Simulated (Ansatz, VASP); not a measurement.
**Two plane-wave programs on SiC**

```
Si C
1.0
     0.52992    2.46866    2.46866
     2.46866    0.52992    2.46866
     2.46866    2.46866    0.52992
Si C
1 1
Cartesian
  0.0000 0.0000 0.0000
  4.1004 4.1004 4.1004
```

Alike in both runs: task single point; functional PBE; k mesh 12 × 12 × 12; occupations gaussian, width 0.05 eV; no spin polarisation.

|  | VASP | Ansatz |
| --- | --- | --- |
| version | VASP 6.6.1 | Ansatz 0.2.0 |
| potentials or method | VASP PAW PBE potentials, release 64 (Si, C) | scalar-relativistic, plane waves, PAW |
| plane-wave cutoff (eV) | 520 | 420 |
| valence electrons in the cell | 8 | 8 |

|  | VASP | Ansatz | Ansatz less VASP |
| --- | --- | --- | --- |
| gap on the k mesh at the Fermi level (eV) | none | none | - |
| rms of the force components (eV/Å) | 0.114 | 0.108 | -0.0059 |

Atom by atom the forces differ by 0.006 eV/Å (rms over components). A gap of «none» marks a metal or a gap that the smearing closes.
